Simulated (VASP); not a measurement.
# HfB2: C into a neighbouring B vacancy, part 2 of 4

Aim: the barrier for one hop in HfB2: C into a neighbouring B vacancy. The start is a cell from a database of measured crystal structures.

VASP 6.6.1, plane waves and PAW; the level of theory is named at each step.

So far. Step 2 (Relax the host): The run ended after 3 ionic steps, 0.000 eV below its first step, once forces and stress met EDIFFG = -0.02.

## Step 3: Relax the start

This step: PBE; plane waves and PAW (Hf, B, C) (VASP 6.6.1).

System of this step: Hf8B14C. The cell holds 23 atoms: 8 Hf, 14 B and 1 C. Its edges and angles: a = 6.288 Å, b = 6.288 Å, c = 6.972 Å, α = 90.0°, β = 90.0°, γ = 120.0°. It derives from HfB2. Nearest the centre at fractional (0.250, 0.250, 0.250): C23 at 0.91 Å, Hf1 at 2.33 Å, Hf7 at 2.34 Å, Hf2 at 2.35 Å, B12 at 2.36 Å, Hf8 at 2.38 Å, B17 at 2.39 Å, B10 at 2.41 Å.

A path needs two true minima; the start is relaxed with symmetry off.

INCAR

```
SYSTEM = Hf8B14C
PREC = Normal
ENCUT = 400
EDIFF = 1E-05
NELM = 120
ISMEAR = 1
SIGMA = 0.15
LREAL = Auto
ALGO = Fast
GGA = PE
NBANDS = 62
LASPH = .TRUE.
LORBIT = 11
LWAVE = .FALSE.
LCHARG = .FALSE.
KPAR = 3
IBRION = 2
NSW = 60
ISIF = 2
EDIFFG = -0.05
POTIM = 0.4
MAXMIX = 40
ISYM = 0
```

POSCAR

```
Hf8B14C
1.0
    6.2883686268      0.0000000000      0.0000000000
   -3.1441843134      5.4458869792      0.0000000000
    0.0000000000      0.0000000000      6.9719535402
Hf B C
8 14 1
Direct
    0.0026078167      0.0030173896      0.0009479038
   -0.0024822011      0.0033249161      0.5012804864
   -0.0006406894      0.5021341541      0.0010458257
    0.0009876714      0.5001043806      0.5015683208
    0.4973585830     -0.0005982862     -0.0013830250
    0.5019775551      0.0001458793      0.4991610479
    0.4970408908      0.4990554624      0.0000233570
    0.5014996741      0.5047524446      0.5028879261
    0.3212418515      0.1597292724      0.7494986424
    0.3323828689      0.6674512697      0.2506234176
    0.3380271208      0.6625827744      0.7489167885
    0.8410178249      0.1690416810      0.2519020878
    0.8286722739      0.1606141166      0.7504803955
    0.8314263270      0.6621592207      0.2480400711
    0.8313694018      0.6631970697      0.7497180992
    0.1670356933      0.3334640237      0.7485476333
    0.1701914713      0.8366061407      0.2509203971
    0.1654078009      0.8360203236      0.7485615509
    0.6674947475      0.3293971980      0.2526232739
    0.6643098425      0.3287473077      0.7490995365
    0.6673396502      0.8343351585      0.2471824594
    0.6635111810      0.8340663068      0.7486610650
    0.1688103528      0.3361226661      0.2452702285
```

KPOINTS

```
Automatic mesh
0
Gamma
3 3 3
0 0 0
```

PAW data sets: Hf, B and C (PBE family, release 64).

Run with:

```
> mpirun -np 3 vasp_std
```

The log of the run:

```text
[banner, memory and clock lines left out]
running    3 mpi-ranks, on    1 nodes
 distrk:  each k-point on    1 cores,    3 groups
 distr:  one band on    1 cores,    1 groups

 POSCAR found type information on POSCAR HfB C
 POSCAR found :  3 types and      23 ions
 LDA part: xc-table for (Slater+PW92), standard interpolation
 POSCAR, INCAR and KPOINTS ok, starting setup
 FFT: planning ... GRIDC
 FFT: planning ... GRID_SOFT
 FFT: planning ... GRID
 WAVECAR not read
 entering main loop
       N       E                     dE             d eps       ncg     rms          rms(c)
DAV:   1     0.103034363881E+03    0.10303E+03   -0.27948E+04  1736   0.895E+02
DAV:   2    -0.206451194130E+03   -0.30949E+03   -0.29360E+03  2168   0.177E+02
DAV:   3    -0.222027657629E+03   -0.15576E+02   -0.15254E+02  2264   0.381E+01
DAV:   4    -0.222305648091E+03   -0.27799E+00   -0.27641E+00  2272   0.518E+00
DAV:   5    -0.222312312772E+03   -0.66647E-02   -0.66542E-02  2240   0.727E-01    0.531E+01
RMM:   6    -0.203515788825E+03    0.18797E+02   -0.40055E+01  1740   0.145E+01    0.296E+01
RMM:   7    -0.203443152140E+03    0.72637E-01   -0.32023E+01  1740   0.123E+01    0.414E+00
RMM:   8    -0.202715338652E+03    0.72781E+00   -0.42276E+00  1736   0.569E+00    0.291E+00
RMM:   9    -0.202723858363E+03   -0.85197E-02   -0.33035E-01  1744   0.190E+00    0.830E-01
RMM:  10    -0.202717163885E+03    0.66945E-02   -0.10642E-01  1776   0.839E-01    0.429E-01
RMM:  11    -0.202716010785E+03    0.11531E-02   -0.17862E-02  1763   0.375E-01    0.185E-01
RMM:  12    -0.202716453944E+03   -0.44316E-03   -0.48442E-03  1803   0.171E-01    0.755E-02
RMM:  13    -0.202716469037E+03   -0.15093E-04   -0.88734E-04  1737   0.765E-02    0.410E-02
RMM:  14    -0.202716471642E+03   -0.26054E-05   -0.20967E-04  1816   0.372E-02    0.271E-02
RMM:  15    -0.202716468796E+03    0.28460E-05   -0.52280E-05  1583   0.176E-02
   1 F= -.20271647E+03 E0= -.20271305E+03  d E =-.202716E+03
 curvature:   0.00 expect dE= 0.000E+00 dE for cont linesearch  0.000E+00
 trial: gam= 0.00000 g(F)=  0.541E+00 g(S)=  0.000E+00 ort = 0.000E+00 (trialstep = 0.100E+01)
 search vector abs. value=  0.541E+00
 bond charge predicted
       N       E                     dE             d eps       ncg     rms          rms(c)
DAV:   1    -0.203085055720E+03   -0.36858E+00   -0.22553E+01  1936   0.165E+01    0.216E+00
RMM:   2    -0.203072439574E+03    0.12616E-01   -0.59029E-01  1736   0.253E+00    0.102E+00
RMM:   3    -0.203070777198E+03    0.16624E-02   -0.94228E-02  1758   0.965E-01    0.704E-01
RMM:   4    -0.203068007272E+03    0.27699E-02   -0.26196E-02  1754   0.461E-01    0.374E-01
RMM:   5    -0.203068463468E+03   -0.45620E-03   -0.58831E-03  1792   0.217E-01    0.210E-01
RMM:   6    -0.203068460817E+03    0.26507E-05   -0.11315E-03  1769   0.952E-02    0.522E-02
RMM:   7    -0.203068463477E+03   -0.26593E-05   -0.28764E-04  1802   0.461E-02    0.253E-02
RMM:   8    -0.203068469321E+03   -0.58442E-05   -0.73660E-05  1707   0.218E-02
   2 F= -.20306847E+03 E0= -.20306918E+03  d E =-.352001E+00
[...]
3 F= -.20310334E+03 E0= -.20310566E+03  d E =-.386874E+00
[...]
4 F= -.20310408E+03 E0= -.20310623E+03  d E =-.387610E+00
[...]
5 F= -.20312238E+03 E0= -.20312507E+03  d E =-.182985E-01
[...]
6 F= -.20312316E+03 E0= -.20312597E+03  d E =-.190859E-01
[...]
7 F= -.20312619E+03 E0= -.20312891E+03  d E =-.302866E-02
[...]
8 F= -.20312636E+03 E0= -.20312904E+03  d E =-.319062E-02
 curvature:  -0.80 expect dE=-0.737E-03 dE for cont linesearch -0.574E-07
 trial: gam= 0.20588 g(F)=  0.924E-03 g(S)=  0.000E+00 ort = 0.191E-04 (trialstep = 0.120E+01)
 search vector abs. value=  0.115E-02
 bond charge predicted
       N       E                     dE             d eps       ncg     rms          rms(c)
DAV:   1    -0.203127078989E+03   -0.72868E-03   -0.72511E-02  1838   0.991E-01    0.641E-02
RMM:   2    -0.203127134335E+03   -0.55346E-04   -0.11921E-03  1736   0.112E-01    0.834E-02
RMM:   3    -0.203127090982E+03    0.43353E-04   -0.19397E-04  1744   0.429E-02    0.240E-02
RMM:   4    -0.203127093531E+03   -0.25485E-05   -0.70494E-05  1739   0.223E-02
   9 F= -.20312709E+03 E0= -.20312980E+03  d E =-.738205E-03
 trial-energy change:   -0.000738  1 .order   -0.000720   -0.001114   -0.000326
 step:   1.6970(harm=  1.6970)  dis= 0.00406  next Energy=  -203.127143 (dE=-0.787E-03)
 reached required accuracy - stopping structural energy minimisation
```

Run time: 4.3 min. Hardware: 3 MPI ranks of AMD EPYC 7R43, shared host; peak memory 0.7 GiB; 11 min of CPU time.

OUTCAR, selected parts (step 3):

```text
 Found     14 irreducible k-points:

   k-points           NKPTS =     14   k-points in BZ     NKDIM =     14   number of bands    NBANDS=     62

   dimension x,y,z NGX =    32 NGY =   32 NGZ =   36
   dimension x,y,z NGXF=    64 NGYF=   64 NGZF=   72

   ENCUT  =  400.0 eV  29.40 Ry    5.42 a.u.  10.25 10.25 11.37*2*pi/ulx,y,z

   NELECT =      78.0000    total number of electrons

 E-fermi :   7.2358

 k-point     1 :       0.0000    0.0000    0.0000
  band No.  band energies     occupation
    ...
     34       4.9699      2.00000
     35       5.4222      2.00000
     36       5.5952      2.00000
     37       6.5629      2.00000
     38       6.9428      2.01854
     39       7.4798     -0.04369
     40       8.4892     -0.00000
     41       8.6181     -0.00000
     42       8.6204     -0.00000
     43       8.6300     -0.00000
    ...

 k-point     2 :       0.3333    0.0000    0.0000
  band No.  band energies     occupation
    ...
     35       5.5913      2.00000
     36       6.1078      2.00000
     37       6.1204      2.00000
     38       6.9184      2.01080
     39       7.0891      2.04546
     40       7.3452      0.06066
     41       7.3857     -0.05000
     42       8.2903     -0.00000
     43       9.4748     -0.00000
     44       9.7667     -0.00000
    ...

  Total        1.9360313     -1.2108804     -9.9415312     -2.7069056     -0.0280861      0.0132388
  in kB       12.9915764     -8.1255122    -66.7118157    -18.1644640     -0.1884696      0.0888382
  external PRESSURE =     -20.6152505 kB  Pullay stress =       0.0000000 kB

  energy-cutoff  :      400.00
  volume of cell :      238.76
      direct lattice vectors                 reciprocal lattice vectors
     6.288368627  0.000000000  0.000000000     0.159023756  0.091812409  0.000000000
    -3.144184313  5.445886979  0.000000000     0.000000000  0.183624817  0.000000000
     0.000000000  0.000000000  6.971953540     0.000000000  0.000000000  0.143431822

 POSITION                                       TOTAL-FORCE (eV/Angst)
 -----------------------------------------------------------------------------------
      0.00409      0.00795      0.03848         0.008393      0.001371      0.008542
      0.00463      0.00763      3.44468        -0.005432      0.006593     -0.008373
      4.71458      2.72175      0.02789         0.006839     -0.002822      0.010698
      4.71439      2.72161      3.45551         0.011862     -0.009341     -0.015125
      0.00296      5.44282      0.03034        -0.001840     -0.018456      0.006566
      0.00306      5.44245      3.45430        -0.007168     -0.002726     -0.006696
      1.56423      2.70915      0.04091        -0.001806      0.013747     -0.002472
      1.56398      2.70879      3.44310         0.001262      0.011625      0.001085
      1.56860      0.90518      5.22757         0.007337     -0.000503      0.001969
     -0.03397      3.58913      1.74188         0.003720     -0.010266     -0.001444
     -0.00608      3.62199      5.22896        -0.009349      0.000348     -0.009948
      4.73793      0.95660      1.74168        -0.018512     -0.009606      0.000752
      4.71641      0.91122      5.22879         0.007503      0.007492     -0.009722
      3.16141      3.61874      1.74215        -0.010510      0.004972     -0.004778
      3.13996      3.62806      5.22763         0.018930     -0.000384      0.000060
     -0.00942      1.81611      5.22625        -0.002962      0.014695      0.008865
     -1.57094      4.48730      1.74161        -0.007202      0.001419      0.000373
     -1.57842      4.53212      5.22764         0.005009     -0.004647     -0.001388
      3.18973      1.83709      1.74161        -0.020287     -0.002529      0.001081
      3.14206      1.81726      5.22809         0.014325      0.016557     -0.004858
      1.58279      4.53130      1.74128        -0.010436     -0.010657      0.001867
      1.57938      4.52842      5.22716         0.013191      0.012020      0.002474
     -0.07192      1.85751      1.73820        -0.002870     -0.018901      0.020471
 -----------------------------------------------------------------------------------
    total drift:                               -0.024926      0.018948      0.030003

  FREE ENERGIE OF THE ION-ELECTRON SYSTEM (eV)
  ---------------------------------------------------
  free  energy   TOTEN  =      -203.1270935306 eV

  energy  without entropy=     -203.1352091311  energy(sigma->0) =     -203.12979873

 total charge
# of ion       s       p       d       tot
------------------------------------------
    1        0.472   0.684   2.388   3.544
    2        0.472   0.683   2.387   3.543
    3        0.483   0.732   2.512   3.727
    4        0.483   0.731   2.511   3.725
    5        0.477   0.691   2.400   3.568
    6        0.477   0.691   2.399   3.567
    7        0.472   0.683   2.387   3.542
    8        0.472   0.683   2.386   3.541
    9        0.662   1.257   0.000   1.919
   10        0.661   1.267   0.000   1.928
   11        0.664   1.252   0.000   1.916
   12        0.661   1.267   0.000   1.927
   13        0.664   1.252   0.000   1.916
   14        0.672   1.282   0.000   1.953
   15        0.663   1.264   0.000   1.927
   16        0.665   1.270   0.000   1.935
   17        0.683   1.235   0.000   1.918
   18        0.663   1.260   0.000   1.923
   19        0.683   1.236   0.000   1.919
   20        0.664   1.260   0.000   1.923
   21        0.660   1.261   0.000   1.921
   22        0.659   1.256   0.000   1.916
   23        0.826   1.521   0.000   2.347
--------------------------------------------------
tot         13.959  24.717  19.371  58.047

[... 1 part as in an earlier step ...]

[... 7 further parts left out ...]
```

CONTCAR:

```
Hf8B14C
   1.00000000000000
     6.2883686267999996    0.0000000000000000    0.0000000000000000
    -3.1441843133999998    5.4458869792000000    0.0000000000000000
     0.0000000000000000    0.0000000000000000    6.9719535402000004
  Hf              B               C
     8    14     1
Direct
     0.0013801879703925    0.0014598801085956    0.0055198526538233
     0.0014372325445135    0.0014007250545876    0.4940765400117047
     0.9996202769527445    0.4997799979005005    0.0040004204619341
     0.9995771378655377    0.4997547486955955    0.4956301539188960
     0.5001897734567071    0.9994367665737742    0.0043513285502900
     0.5001710574423782    0.9993691881511205    0.4954564606664228
     0.4974836046045259    0.4974677665706079    0.0058674716619234
     0.4974101165066045    0.4974006064726746    0.4938499705836861
     0.3325521209541138    0.1662134804251569    0.7498001656833158
     0.3241250834176481    0.6590537997125364    0.2498413965512523
     0.3315774369390567    0.6650873203914965    0.7499995080674612
     0.8412715148586636    0.1756552420368285    0.2498127075374590
     0.8336826162562305    0.1673225425276066    0.7499751443091507
     0.8349852539716617    0.6644910678386432    0.2498799411213924
     0.8324286470378691    0.6662021509730843    0.7498080939719514
     0.1652437715592935    0.3334825530804212    0.7496098740753373
     0.1621731172969600    0.8239802804659696    0.2498018643253936
     0.1650986255287727    0.8322088951905472    0.7498098446822721
     0.6759113347428118    0.3373359538158611    0.2498023088698624
     0.6665090796181639    0.3336938149136123    0.7498740030714953
     0.6677296172856889    0.8320583937014727    0.2497554406859971
     0.6669237713162510    0.8315301628287792    0.7497411351087805
     0.1591063307734090    0.3410855326705259    0.2493138628301902
```

Relaxation path:

```
step  energy less that of the first step (eV)  largest force (eV/Å)
   1                                   0.0000                1.2767
   2                                  -0.3520                0.5733
   3                                  -0.3869                0.3122
   4                                  -0.3876                0.3440
   5                                  -0.4059                0.1451
   6                                  -0.4067                0.1491
   7                                  -0.4097                0.0684
   8                                  -0.4099                0.0589
   9                                  -0.4106                0.0280
```

The atoms that moved most (Å):

| atom | dx | dy | dz | length |
| --- | --- | --- | --- | --- |
| C23 | -0.077 | 0.027 | 0.028 | 0.086 |
| Hf8 | -0.003 | -0.040 | -0.063 | 0.075 |
| B17 | -0.011 | -0.069 | -0.008 | 0.070 |
| B9 | 0.051 | 0.035 | 0.002 | 0.062 |
| Hf2 | 0.031 | -0.010 | -0.050 | 0.060 |
| B19 | 0.028 | 0.043 | -0.020 | 0.055 |
| B10 | -0.026 | -0.046 | -0.005 | 0.053 |
| B11 | -0.048 | 0.014 | 0.008 | 0.051 |

The relaxed structure:

```
Hf B C
1.0
     6.28837    0.00000    0.00000
    -3.14418    5.44589    0.00000
     0.00000    0.00000    6.97195
Hf B C
8 14 1
Direct
  0.00138 0.00146 0.00552
  0.00144 0.00140 0.49408
  0.99962 0.49978 0.00400
  0.99958 0.49975 0.49563
  0.50019 0.99944 0.00435
  0.50017 0.99937 0.49546
  0.49748 0.49747 0.00587
  0.49741 0.49740 0.49385
  0.33255 0.16621 0.74980
  0.32413 0.65905 0.24984
  0.33158 0.66509 0.75000
  0.84127 0.17566 0.24981
  0.83368 0.16732 0.74998
  0.83499 0.66449 0.24988
  0.83243 0.66620 0.74981
  0.16524 0.33348 0.74961
  0.16217 0.82398 0.24980
  0.16510 0.83221 0.74981
  0.67591 0.33734 0.24980
  0.66651 0.33369 0.74987
  0.66773 0.83206 0.24976
  0.66692 0.83153 0.74974
  0.15911 0.34109 0.24931
```

This step gave:

| Item | Value |
| --- | --- |
| electronic cycles | 58 |
| electrons | 78 |
| free energy (TOTEN) | -203.1271 eV |
| energy at zero smearing | -203.1298 eV |
| Fermi energy | 7.236 eV |

The run ended after 9 ionic steps, 0.411 eV below its first step, once the forces on the free atoms met EDIFFG = -0.05.

(Part 2 of 4 ends here.)

[Lines on the potential files, build, host, timing and source positions are cut from VASP's logs without a mark.]

[Logs are printed without paths, hosts, clocks, repeated set-up lines and the standing remarks that a program may print on its own settings, such as how far it seeks lower states.]

[Hosts, paths, dates, database ids (printed as entryN), source tags and the programs' standing remarks are cut or masked in the printed files.]

[Runs that stopped without an error message from VASP are left out.]
